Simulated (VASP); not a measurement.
# H (I4/mmm) in VASP: a series of runs

The runs below take H through single point, with PBE.

Everything below comes from runs of VASP 6.6.1. Logs are shortened: lines on timing, memory, paths and dates and some standing lists are left out, and cuts for length are marked.

## Step 1: Starting point

Symmetry: I4/mmm, No. 139, tetragonal system. The conventional cell has a = 3.383 Å, b = 3.383 Å, c = 4.117 Å, α = 90.00°, β = 90.00°, γ = 90.00°. Around H (site symmetry 4mm) lie 1 H at 0.74 Å.

## Step 2: Single point, PBE

Contents of INCAR:

```
SYSTEM = H
  PREC = Accurate
  ENCUT = 250
  EDIFF = 1E-6
  ISMEAR = 0
  SIGMA = 0.05
  LREAL = .FALSE.
  LASPH = .TRUE.
  NELM = 100
  ALGO = Normal
  ISIF = 2
  LWAVE = .FALSE.
  LCHARG = .FALSE.
  GGA = PE
  ADDGRID = .FALSE.
```

Contents of KPOINTS:

```
Automatic mesh
0
G
  7 7 7
  0 0 0
```

Contents of POSCAR:

```
H
1.0
   -1.6915344700      1.6915344700      2.0584739900
    1.6915344700     -1.6915344700      2.0584739900
    1.6915344700      1.6915344700     -2.0584739900
H
2
Direct
    0.0901377100      0.0901377100      0.0000000000
    0.9098622900      0.9098622900      0.0000000000
```

Potentials or basis: VASP PAW PBE potentials, release 64 (H).

Started as:

```sh
$ cat potpaw_PBE.64/H/POTCAR > POTCAR
$ mpirun -np 1 vasp_std > vasp.out
```

OUTCAR:

```text
SYSTEM = H
   PREC = Accurate
   ENCUT = 250
   EDIFF = 1E-6
   ISMEAR = 0
   LREAL = .FALSE.
   LASPH = .TRUE.
   NELM = 100
   ISIF = 2
   GGA = PE

 Found     40 irreducible k-points:

 Following reciprocal coordinates:
            Coordinates               Weight
  0.000000  0.000000  0.000000      1.000000
  0.142857  0.000000  0.000000      8.000000
  0.285714 -0.000000  0.000000      8.000000
  0.428571  0.000000 -0.000000      8.000000
  0.142857  0.142857  0.000000      8.000000
  0.285714  0.142857  0.000000     16.000000
   k-points           NKPTS =     40   k-points in BZ     NKDIM =     40   number of bands    NBANDS=      5
   number of dos      NEDOS =    301   number of ions     NIONS =      2
   total plane-waves  NPLWV =   4096
   dimension x,y,z NGX =    16 NGY =   16 NGZ =   16
   dimension x,y,z NGXF=    32 NGYF=   32 NGZF=   32
   ions per type =               2
   NGX,Y,Z   is equivalent  to a cutoff of   8.43,  8.43,  8.43 a.u.
   NGXF,Y,Z  is equivalent  to a cutoff of  16.86, 16.86, 16.86 a.u.
 SYSTEM =  H
   PREC   = accura    normal or accurate (medium, high low for compatibility)
   ISTART =      0    job   : 0-new  1-cont  2-samecut
   ICHARG =      2    charge: 1-file 2-atom 10-const
   ISPIN  =      1    spin polarized calculation?
   LNONCOLLINEAR =      F non collinear calculations
   LSORBIT =      F    spin-orbit coupling
   LASPH  =      T    aspherical Exc in radial PAW
   ENCUT  =  250.0 eV  18.37 Ry    4.29 a.u.   4.07  4.07  4.07*2*pi/ulx,y,z
   NELM   =    100;   NELMIN=  2; NELMDL= -5     # of ELM steps
   EDIFF  = 0.1E-05   stopping-criterion for ELM
   LREAL  =      F    real-space projection
   EDIFFG = 0.1E-04   stopping-criterion for IOM
   NSW    =      0    number of steps for IOM
   IBRION =     -1    ionic relax: 0-MD 1-quasi-New 2-CG
   NFREE  =      0    steps in history (QN), initial steepest desc. (CG)
   ISIF   =      2    stress and relaxation
   ISYM   =      2    0-nonsym 1-usesym 2-fastsym
   POTIM  = 0.5000    time-step for ionic-motion
   TEBEG  =    0.0;   TEEND  =   0.0 temperature during run
   PSTRESS=    0.0 pullay stress
   NELECT =       2.0000    total number of electrons
   NUPDOWN=      -1.0000    fix difference up-down
   EMIN   =  10.00;   EMAX   =-10.00  energy-range for DOS
   EFERMI =   0.00;   METHOD = LEGACY
   ISMEAR =     0;   SIGMA  =   0.05  broadening in eV -4-tet -1-fermi 0-gaus
   EFERMI_NEDOS =   21; number of points for ismear=-14 and -15
   IALGO  =     38    algorithm
   IMIX   =      4    mixing-type and parameters
     AMIX     =   0.40;   BMIX     =  1.00
     AMIX_MAG =   1.60;   BMIX_MAG =  1.00
  volume/ion in A,a.u.               =      11.78        79.49
  Fermi-wavevector in a.u.,A,eV,Ry     =   0.719497  1.359653  7.043413  0.517676
  Thomas-Fermi vector in A             =   1.808708
   LORBIT       =      0    0 simple, 1 ext, 2 COOP (PROOUT), +10 PAW based schemes
   GGA     = PE    functional components
   LHFCALC =     F    Hartree Fock is set to
   AEXX    =    0.0000 exact exchange contribution
   IVDW    =     0    specifies the selected vdW correction
   LEPSILON=     F    determine dielectric tensor
   LRPA    =     F    only Hartree local field effects (RPA)
 non-spin polarized calculation
 Gauss-broadening in eV      SIGMA  =   0.05
  energy-cutoff  :      250.00
  volume of cell :       23.56
 maximum number of plane-waves:       221
   NGX =  9   NGY =  9   NGZ =  9

 number of electron       2.0000004 magnetization

 Free energy of the ion-electron system (eV)
  ---------------------------------------------------
  ext. energy  EPLUGINS =         0.00000000
  ---------------------------------------------------
  free energy    TOTEN  =        -6.70592823 eV

  energy without entropy =       -6.70592823  energy(sigma->0) =       -6.70592823

 E-fermi :  -7.8920     XC(G=0):  -5.3682

 val. band max:       -8.1487092747   @ k =  -0.4286   0.4286   0.4286
 cond. band min:       0.9871698264   @ k =   0.4286   0.0000  -0.0000
 fundamental gap:      9.1358791010
 Fermi energy:        -7.8919834997

 k-point     1 :       0.0000    0.0000    0.0000
  band No.  band energies     occupation
      1     -10.4940      2.00000
      2       5.4752      0.00000
      3       8.9796      0.00000
      4      15.3802      0.00000
      5      15.3802      0.00000

 k-point     2 :       0.1429    0.0000    0.0000
  band No.  band energies     occupation
      1     -10.2446      2.00000
      2       4.4185      0.00000
      3       9.3580      0.00000
      4      13.3252      0.00000
      5      14.1264      0.00000

 k-point     3 :       0.2857   -0.0000    0.0000
  band No.  band energies     occupation
      1      -9.6194      2.00000
      2       2.4648      0.00000
      3       9.4564      0.00000
      4      11.2092      0.00000
      5      12.8625      0.00000

 k-point     4 :       0.4286    0.0000   -0.0000
  band No.  band energies     occupation
      1      -9.0109      2.00000
      2       0.9872      0.00000
      3       8.9223      0.00000
      4      10.6809      0.00000
      5      12.2401      0.00000

 k-point     5 :       0.1429    0.1429    0.0000
  band No.  band energies     occupation
      1      -9.8340      2.00000
      2       3.0539      0.00000
      3      10.1982      0.00000
      4      10.4829      0.00000
      5      13.7104      0.00000

 k-point     6 :       0.2857    0.1429    0.0000
  band No.  band energies     occupation
      1      -9.1938      2.00000
      2       1.6993      0.00000
      3       7.8516      0.00000
      4      10.4885      0.00000
      5      13.1418      0.00000

 [... further k-points ...]

------------------------ aborting loop because EDIFF is reached ----------------------------------------

  FORCE on cell =-STRESS in cart. coord.  units (eV):
  Direction    XX          YY          ZZ          XY          YZ          ZX
  --------------------------------------------------------------------------------------
  -------------------------------------------------------------------------------------
  Total       -0.5056524     -0.5056524     -0.1962454      0.0000000      0.0000000      0.0000000
  in kB      -34.3871005    -34.3871005    -13.3457509      0.0000000      0.0000000      0.0000000
  external PRESSURE =     -27.3733173 kB  Pullay stress =       0.0000000 kB

 VOLUME and BASIS-vectors are now :
 -----------------------------------------------------------------------------
  energy-cutoff  :      250.00
  volume of cell :       23.56
      direct lattice vectors                 reciprocal lattice vectors
    -1.691534470  1.691534470  2.058473990     0.000000000  0.295589602  0.242898381
     1.691534470 -1.691534470  2.058473990     0.295589602  0.000000000  0.242898381
     1.691534470  1.691534470 -2.058473990     0.295589602  0.295589602  0.000000000

 POSITION                                       TOTAL-FORCE (eV/Angst)
 -----------------------------------------------------------------------------------
      0.00000      0.00000      0.37109        -0.000000     -0.000000      0.253860
      0.00000      0.00000      3.74586         0.000000      0.000000     -0.253860
 -----------------------------------------------------------------------------------
    total drift:                                0.000000     -0.000000      0.000000

  FREE ENERGIE OF THE ION-ELECTRON SYSTEM (eV)
  ---------------------------------------------------
  free  energy   TOTEN  =        -6.7059282347 eV

  energy  without entropy=       -6.7059282347  energy(sigma->0) =       -6.70592823
```

It took 1.5 s on 1 thread of Intel Xeon Platinum 8488C (Sapphire Rapids), shared host; peak memory 0.1 GiB.

These settings aren't checked as converged: the numbers below hold their error.

Results:

```yaml
Free_energy: -6.7059 eV
Largest_force: 0.254 eV/Å
Band_gap_on_the_k_mesh: 9.14 eV, indirect (least direct gap 9.92 eV)
```

Caveat: the cutoff is under 1.25 times the usual one of these potentials, so pressure, stress and relaxed cells hold a basis-set (Pulay) error; an odd mesh through Γ misses points on the zone boundary, where band edges often lie.

## Step 3: Single point, PBE

INCAR is that of step 2.

KPOINTS is that of step 2.

Contents of POSCAR:

```
H
1.0
   -1.6915344700      1.6915344700      2.0584739900
    1.6915344700     -1.6915344700      2.0584739900
    1.6915344700      1.6915344700     -2.0584739900
H
2
Direct
    0.0961830000      0.0949540000      0.0224580000
    0.9170920000      0.8909110000      0.0100700000
```

Potentials or basis: VASP PAW PBE potentials, release 64 (H).

Started as:

```sh
$ cat potpaw_PBE.64/H/POTCAR > POTCAR
$ mpirun -np 1 vasp_std > vasp.out
```

OUTCAR:

```text
SYSTEM = H
   PREC = Accurate
   ENCUT = 250
   EDIFF = 1E-6
   ISMEAR = 0
   LREAL = .FALSE.
   LASPH = .TRUE.
   NELM = 100
   ISIF = 2
   GGA = PE

 Found    172 irreducible k-points:

 Following reciprocal coordinates:
            Coordinates               Weight
  0.000000  0.000000  0.000000      1.000000
  0.142857  0.000000  0.000000      2.000000
  0.000000  0.142857  0.000000      2.000000
  0.000000  0.142857 -0.142857      2.000000
  0.142857  0.000000 -0.142857      2.000000
[... 124 lines left out ...]

------------------------ aborting loop because EDIFF is reached ----------------------------------------

  FORCE on cell =-STRESS in cart. coord.  units (eV):
  Direction    XX          YY          ZZ          XY          YZ          ZX
  --------------------------------------------------------------------------------------
  -------------------------------------------------------------------------------------
  Total       -0.4869333     -0.4840500     -0.8224111      0.0006733      0.0102210     -0.0303816
  in kB      -33.1141021    -32.9180186    -55.9284068      0.0457901      0.6950811     -2.0661150
  external PRESSURE =     -40.6535092 kB  Pullay stress =       0.0000000 kB

 VOLUME and BASIS-vectors are now :
 -----------------------------------------------------------------------------
  energy-cutoff  :      250.00
  volume of cell :       23.56
      direct lattice vectors                 reciprocal lattice vectors
    -1.691534470  1.691534470  2.058473990     0.000000000  0.295589602  0.242898381
     1.691534470 -1.691534470  2.058473990     0.295589602  0.000000000  0.242898381
     1.691534470  1.691534470 -2.058473990     0.295589602  0.295589602  0.000000000

 POSITION                                       TOTAL-FORCE (eV/Angst)
 -----------------------------------------------------------------------------------
      0.03591      0.04007      0.34722        -0.046422      0.015623     -0.521215
     -0.02725      0.06132      3.70100         0.046422     -0.015623      0.521215
 -----------------------------------------------------------------------------------
    total drift:                                0.000002     -0.000003     -0.000005

  FREE ENERGIE OF THE ION-ELECTRON SYSTEM (eV)
  ---------------------------------------------------
  free  energy   TOTEN  =        -6.7023142732 eV

  energy  without entropy=       -6.7023142732  energy(sigma->0) =       -6.70231427
```

Wall time 2.6 s (1 thread of Intel Xeon Platinum 8488C (Sapphire Rapids), shared host); peak memory 0.11 GiB.

These settings aren't checked as converged: the numbers below hold their error.

What came out:

```
Free energy            : -6.7023 eV
Largest force          : 0.524 eV/Å
Band gap on the k mesh : 8.72 eV, indirect (least direct gap 9.47 eV)
```

Caveat: the cutoff is under 1.25 times the usual one of these potentials, so pressure, stress and relaxed cells hold a basis-set (Pulay) error; an odd mesh through Γ misses points on the zone boundary, where band edges often lie.

(Continued in part 2 of 2.)
